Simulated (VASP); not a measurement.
A run of VASP 6.6.1 is set up as follows.

INCAR

```
SYSTEM = KCl
  PREC = Accurate
  ENCUT = 520
  EDIFF = 1E-6
  ISMEAR = -1
  SIGMA = 0.05
  LREAL = .False.
  LASPH = .True.
  NELM = 60
  ALGO = Normal
  ISIF = 2
  LWAVE = .False.
  LCHARG = .False.
  LDIPOL = .True.
  IDIPOL = 3
  DIPOL = 0.5 0.5 0.500
  GGA = PE
  EFIELD = -0.1
  LVHAR = .True.
  LVACPOTAV = .True.
```

File KPOINTS:

```
regular mesh
0
Gamma
  6 6 1
  0 0 0
```

POSCAR

```
KCl
1.0
    4.4633994242      0.0000000000      0.0000000000
    0.0000000000      4.4633994242      0.0000000000
    0.0000000000      0.0000000000     24.4683000000
K Cl
4 4
Direct
    0.5000000000      0.5000000000      0.3065190471
    0.0000000000      0.0000000000      0.4355063490
    0.5000000000      0.5000000000      0.5644936510
    0.0000000000      0.0000000000      0.6934809529
    0.0000000000      0.0000000000      0.3065190471
    0.5000000000      0.5000000000      0.4355063490
    0.0000000000      0.0000000000      0.5644936510
    0.5000000000      0.5000000000      0.6934809529
```

Potentials or basis: VASP PAW PBE potentials, release 64 (K_sv, Cl).

Launch:

```bash
$ cat potpaw_PBE.64/K_sv/POTCAR potpaw_PBE.64/Cl/POTCAR > POTCAR
$ mpirun -np 1 vasp_std > vasp.out
```

Estimate the ionisation potential of the upper face.

6.55 eV.

Estimate the band gap on the k mesh.

4.55 eV, direct.

Forces in eV/Å, atoms in the order of the input:
```
K    0.000  0.000  0.080
K    0.000  0.000  0.035
K    0.000  0.000  0.062
K    0.000  0.000  0.016
Cl   0.000  0.000 -0.125
Cl   0.000  0.000 -0.074
Cl   0.000  0.000 -0.023
Cl   0.000  0.000  0.029
```

PBE gaps usually lie below the measured ones, often by a third to a half.
